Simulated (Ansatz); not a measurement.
# PbSe (Clausthalite) (Fm-3m) in Ansatz: convergence with k mesh

Aim: find how far k mesh must go before the results for PbSe (Clausthalite) settle, at PBEsol. This setting moves, with any that are tied to it; all else stays.

Everything below comes from runs of Ansatz 0.2.0. Logs are shortened: lines on timing, memory, paths and dates and some standing lists are left out, and cuts for length are marked.

**1. Starting point**

It takes space group Fm-3m (No. 225, cubic). Conventional cell: a = 6.121 Å, b = 6.121 Å, c = 6.121 Å, α = 90.00°, β = 90.00°, γ = 90.00°. Pb (site symmetry m-3m) is surrounded by 6 Se at 3.06 Å. Se (site symmetry m-3m) is surrounded by 6 Pb at 3.06 Å.

**2. With k mesh 2 × 2 × 2**

File input.yaml:

```yaml
crystal:
  lattice:
    - [0.0, 3.06065, 3.06065]
    - [3.06065, 0.0, 3.06065]
    - [3.06065, 3.06065, 0.0]
  atoms:
    - { symbol: Pb, position: [0.0, 0.0, 0.0] }
    - { symbol: Se, position: [0.5, 0.5, 0.5] }
hamiltonian:
  xc: pbesol
  pseudopotentials: { kind: paw, source: jth, xc_functional: pbe }
kpoints:
  mp_grid: { grid: [2, 2, 2] }
scf:
  occupations: { method: fermi_dirac, width: 0.1 }
output:
  forces: true
  stress: true
  eigenvalues: true
```

Potentials or basis: JTH PAW.

Command:

```
$ ansatz run input.yaml --threads 2 --pin off --max-ram 5632MiB --backend cpu --events-out ev --progress --plain --runs-dir out
```

Output:

```text
Warning: the checks of this Pb dataset prove no rule for summing its radial tables, as where they were carried onto another mesh than they were made on, and Gregory's rule is taken, under which a leading mesh point left out moves its sums only by what lay on the interval it spanned. That does not make them correct, and they differ from Quantum ESPRESSO's on this file; a re-export a fraction of a mesh step off can move them. hamiltonian.pseudopotentials.radial_quadrature: simpson_from_first_knot sums it by `pw.x`'s rule; on a PAW file no value gives `pw.x`'s numbers. What more to know: hamiltonian.pseudopotentials.radial_quadrature, in the input reference
Warning: the checks of this Se dataset prove no rule for summing its radial tables, as where they were carried onto another mesh than they were made on, and Gregory's rule is taken, under which a leading mesh point left out moves its sums only by what lay on the interval it spanned. That does not make them correct, and they differ from Quantum ESPRESSO's on this file; a re-export a fraction of a mesh step off can move them. hamiltonian.pseudopotentials.radial_quadrature: simpson_from_first_knot sums it by `pw.x`'s rule; on a PAW file no value gives `pw.x`'s numbers. What more to know: hamiltonian.pseudopotentials.radial_quadrature, in the input reference
Warning: RAYON_NUM_THREADS=2 ignored (pool sized by the plan → 2); use --threads N
Engine: ansatz 0.2.0, aarch64-unknown-linux-gnu
Pseudopotentials: kind: paw
Pseudopotential: Pb, paw, valence charge 14, recommended cutoff 1800 eV (normal), Pb.paw.azcp
Pseudopotential: Se, paw, valence charge 6, recommended cutoff 270 eV (normal), Se.paw.azcp
Functional definition: PBEsol
  exchange = pbesol_x
  correlation = pbesol_c
Crystal: 2 atoms, lattice volume = 57.342 Å³
Basis set: ecut = 1800 eV, 9841 PW (Γ), exchange–correlation on 150×150×150 points (8 copies of the dense FFT grid, shifted against one another)
Bands: 14, of which v1, the nominal top of the filled ones, is band 10 counted from 1 (9 counted from 0)
Symmetry: 48 space group operations
Space group: Fm-3m (ITA 225), of the structure as read, at distance tolerance 3.9e-5 Å
k-points: 3 of 8
Non-local potential: Pb, projectors of the file, l = 0: 2, l = 1: 2, l = 2: 2
Non-local potential: Se, projectors of the file, l = 0: 2, l = 1: 2
PAW form: soft (Blöchl's): semilocal exchange-correlation on the pseudo side does not see the compensation charge
PAW one-centre angular grid: Pb, 590 points (default); XC on 64 Gauss nodes
PAW one-centre angular grid: Se, 110 points (default); XC on 106 of its mesh's 908 points in the sphere
Initial density: superposition of atomic densities (chi_scale 0.1, normalization cell, long waves kept (reshape's long-wave potential 0.00 eV rms))
Initial wavefunctions: pseudopotential atomic-orbital guess
Functional: x = pbesol(κ = 0.804, μ = 0.12345679012345678), c = pbesol(β = 0.046)
SCF iter   1: F=—  HF=-14225.538418 eV  |F-HF|=—  |Δ(HF+E_count)|=         —  Δρ=3.23e-2  dr2=1.38e0  ethr=3.10e-3  ⟨swp⟩=10.3  Hψ=349  notcnv=0
preconditioner: auto → none  [insulator: Δε(μ)=0.440 eV  Ē_g=15.056 eV  σ=0.100 eV  W_gap=0.80  n_scr=14 (ndim 8)  ℏωp=21.9 eV  f_vac=0.000  D(μ)=1.80/eV (n_scr^D=14)  ε∞_Penn≈3.1]
SCF iter   2: F=—  HF=-14225.202593 eV  |F-HF|=—  |Δ(HF+E_count)|=   3.36e-1  Δρ=1.56e-2  dr2=2.30e-1  ethr=3.10e-3  ⟨swp⟩=3.3  Hψ=97  notcnv=0
SCF iter   3: F=—  HF=-14225.140470 eV  |F-HF|=—  |Δ(HF+E_count)|=   6.21e-2  Δρ=5.02e-3  dr2=1.13e-2  ethr=1.15e-3  ⟨swp⟩=2.3  Hψ=81  notcnv=0
SCF iter   4: F=—  HF=-14225.139411 eV  |F-HF|=—  |Δ(HF+E_count)|=   1.06e-3  Δρ=1.44e-3  dr2=2.27e-3  ethr=5.65e-5  ⟨swp⟩=2.3  Hψ=74  notcnv=0
SCF iter   5: F=—  HF=-14225.138811 eV  |F-HF|=—  |Δ(HF+E_count)|=   6.00e-4  Δρ=1.49e-4  dr2=6.27e-6  ethr=1.14e-5  ⟨swp⟩=2.3  Hψ=54  notcnv=0
SCF iter   6: F=—  HF=-14225.138800 eV  |F-HF|=—  |Δ(HF+E_count)|=   1.05e-5  Δρ=2.88e-5  dr2=5.86e-7  ethr=3.14e-8  ⟨swp⟩=3.7  Hψ=83  notcnv=0
SCF iter   7: F=—  HF=-14225.138800 eV  |F-HF|=—  |Δ(HF+E_count)|=   5.14e-8  Δρ=1.48e-5  dr2=1.52e-7  ethr=5.00e-10  ⟨swp⟩=9.7  Hψ=296  notcnv=0
SCF iter   8: F=-14225.138800 eV  HF=-14225.138800 eV  |F-HF|=3.03e-9  |Δ(HF+E_count)|=   4.05e-8  Δρ=3.10e-6  dr2=3.95e-9  ethr=5.00e-10  ⟨swp⟩=5.0  Hψ=140  notcnv=0
SCF 1 converged in 8 iterations: F = -14225.138800 eV  dr2 = 3.95e-9
SCF converged after 8 iterations
Free energy (F): -14225.138800 eV
Harris-Foulkes:  -14225.138800 eV  (|F-HF|=3.03e-9)
Internal energy: -14225.002499 eV  (E = F + TS)
E sigma→0 (E₀):  -14225.070650 eV
Entropy (-TS):   -0.136301 eV (-68.150 meV/atom)
Fermi energy:    7.752382 eV
--- Per-component energies (eV) ---
  E_band       = -70.852454
  E_kinetic    = 231.341981
  E_local      = -1716.644986  (includes V_loc(G=0)·N_el)
  E_nonlocal   = 1003.055387
  E_hartree    = 565.911773
  E_xc         = -237.957251
  E_vxc        = -170.731481  (∫ρ·V_xc dr)
  E_paw        = -12604.276862  (= ΣΔE_a)
  E_vpaw       = -549.694321  (= ΣTr[D̂ρ^β])
  E_aug_tail   = -0.000003  (compensation charges beyond the density's cutoff)
  E_ewald      = -1466.432539
  E_smearing   = -0.136301  (= −TS)
  E_closure    = -0.000000  (closes the sum)
  Σ components = -14225.138800   (vs F -14225.138800, Δ=0.00e0)
--- Forces (eV/Å), atoms counted from 1 ---
  atom   1  Pb    -0.00000000     0.00000000    -0.00000000
  atom   2  Se     0.00000000    -0.00000000    -0.00000000
  max |Σ_I F_I| component: 1.19e-24 eV/Å
--- Stress (GPa, compression-positive) ---
        4.203543      -0.000000       0.000000
       -0.000000       4.203543       0.000000
        0.000000      -0.000000       4.203543
  P = ⅓ Tr σ = 4.2035 GPa (42.035 kbar)
--- Band table (eV) ---
  k-point 0: bands = ["-9.4323", "-9.4323", "-9.4323", "-9.4239", "-9.4239", "-5.8056", "1.2484", "5.9301", "5.9301", "5.9301", "12.2205", "12.2205", "12.2205", "14.0992"]
  k-point 1: bands = ["-9.4482", "-9.4482", "-9.4291", "-9.3976", "-9.3976", "-4.6203", "-1.3416", "6.3861", "6.3861", "7.7216", "7.7831", "9.1620", "9.1620", "16.0867"]
  k-point 2: bands = ["-9.5362", "-9.4504", "-9.4050", "-9.3878", "-9.3878", "-4.2643", "0.0409", "2.6617", "4.4899", "4.4899", "11.1933", "13.2158", "13.2158", "13.7391"]
```

Wall time 1.8 s (2 threads of Arm Neoverse V1, shared host); peak memory 0.64 GiB.

What came out:

* Free energy: -14225.1388 eV
* Pressure: 4.2 GPa

**3. With k mesh 3 × 3 × 3**

Edit input.yaml of step 2 so:

```diff
@@ -12,3 +12,3 @@
 kpoints:
-  mp_grid: { grid: [2, 2, 2] }
+  mp_grid: { grid: [3, 3, 3] }
 scf:
```

Potentials or basis: JTH PAW.

Command:

```
$ ansatz run input.yaml --threads 2 --pin off --max-ram 5632MiB --backend cpu --events-out ev --progress --plain --runs-dir out
```

Wall time 1.7 s (2 threads of Arm Neoverse V1, shared host); peak memory 0.64 GiB.

Results:

```
Free energy : -14226.7391 eV
Pressure    : -1.4 GPa
```

**4. With k mesh 4 × 4 × 4**

Edit input.yaml of step 3 so:

```diff
@@ -12,3 +12,3 @@
 kpoints:
-  mp_grid: { grid: [3, 3, 3] }
+  mp_grid: { grid: [4, 4, 4] }
 scf:
```

Command:

```
$ ansatz run input.yaml --threads 2 --pin off --max-ram 5632MiB --backend cpu --events-out ev --progress --plain --runs-dir out
```

It took 2.4 s on 2 threads of Arm Neoverse V1, shared host; peak memory 0.66 GiB.

What came out:

| Item | Value |
| --- | --- |
| Free energy | -14226.6157 eV |
| Pressure | -0.7 GPa |

**5. With k mesh 6 × 6 × 6**

Edit input.yaml of step 4 so:

```diff
@@ -12,3 +12,3 @@
 kpoints:
-  mp_grid: { grid: [4, 4, 4] }
+  mp_grid: { grid: [6, 6, 6] }
 scf:
```

Command:

```
$ ansatz run input.yaml --threads 2 --pin off --max-ram 5632MiB --backend cpu --events-out ev --progress --plain --runs-dir out
```

Run time: 3.8 s. Hardware: 2 threads of Arm Neoverse V1, shared host; peak memory 0.72 GiB.

What came out:

```
Free energy : -14226.6235 eV
Pressure    : -0.6 GPa
```

**6. With k mesh 7 × 7 × 7**

Edit input.yaml of step 5 so:

```diff
@@ -12,3 +12,3 @@
 kpoints:
-  mp_grid: { grid: [6, 6, 6] }
+  mp_grid: { grid: [7, 7, 7] }
 scf:
```

Potentials or basis: JTH PAW.

Command:

```
$ ansatz run input.yaml --threads 2 --pin off --max-ram 5632MiB --backend cpu --events-out ev --progress --plain --runs-dir out
```

It took 4.4 s on 2 threads of Arm Neoverse V1, shared host; peak memory 0.75 GiB.

It converged, with:

- Free energy: -14226.6202 eV
- Pressure: -0.5 GPa

**7. With k mesh 9 × 9 × 9**

Edit input.yaml of step 6 so:

```diff
@@ -12,3 +12,3 @@
 kpoints:
-  mp_grid: { grid: [7, 7, 7] }
+  mp_grid: { grid: [9, 9, 9] }
 scf:
```

Command:

```
$ ansatz run input.yaml --threads 2 --pin off --max-ram 5632MiB --backend cpu --events-out ev --progress --plain --runs-dir out
```

It took 6.5 s on 2 threads of Arm Neoverse V1, shared host; peak memory 0.82 GiB.

The run converged. Its results:

```
Free energy : -14226.6180 eV
Pressure    : -0.5 GPa
```

**8. With k mesh 10 × 10 × 10**

Edit input.yaml of step 7 so:

```diff
@@ -12,3 +12,3 @@
 kpoints:
-  mp_grid: { grid: [9, 9, 9] }
+  mp_grid: { grid: [10, 10, 10] }
 scf:
```

Command:

```
$ ansatz run input.yaml --threads 2 --pin off --max-ram 5632MiB --backend cpu --events-out ev --progress --plain --runs-dir out
```

It took 8.2 s on 2 threads of Arm Neoverse V1, shared host; peak memory 0.87 GiB.

It converged, with:

* Free energy: -14226.6174 eV
* Pressure: -0.4 GPa
* Band gap on the k mesh: 0.20 eV, direct

**9. With k mesh 12 × 12 × 12**

Edit input.yaml of step 8 so:

```diff
@@ -12,3 +12,3 @@
 kpoints:
-  mp_grid: { grid: [10, 10, 10] }
+  mp_grid: { grid: [12, 12, 12] }
 scf:
```

Potentials or basis: JTH PAW.

Command:

```
$ ansatz run input.yaml --threads 2 --pin off --max-ram 5632MiB --backend cpu --events-out ev --progress --plain --runs-dir out
```

Wall time 12 s (2 threads of Arm Neoverse V1, shared host); peak memory 0.99 GiB.

The run converged. Its results:

```yaml
Free_energy: -14226.6170 eV
Pressure: -0.4 GPa
Band_gap_on_the_k_mesh: 0.20 eV, direct
```

**10. The series at a glance**

```tsv
k mesh	energy less the tightest run, at zero smearing (meV/atom)	pressure (GPa)	SCF cycles	CPU time (s)	peak memory (GiB)
2 × 2 × 2	772.88	4.20	8	3.4	0.64
3 × 3 × 3	-61.33	-1.43	6	3.1	0.64
4 × 4 × 4	3.96	-0.73	6	4.5	0.66
6 × 6 × 6	-2.39	-0.57	7	7.3	0.72
7 × 7 × 7	-1.60	-0.49	7	8.4	0.75
9 × 9 × 9	-0.52	-0.45	7	13	0.82
10 × 10 × 10	-0.13	-0.44	7	16	0.87
12 × 12 × 12	0.00	-0.43	7	24	0.99
```

Against the tightest run, the energy stays within 1 meV/atom from 9 × 9 × 9 on; the pressure stays within 0.1 GPa from 7 × 7 × 7 on. Meshes of other sizes hit other points, so gaps and Fermi surfaces needn't settle smoothly. The tightest run that finished is the yardstick and may itself not be fully converged.

Caveats: spin-orbit coupling is left out, which as a rule narrows the gap of such compounds by several tenths of an eV.
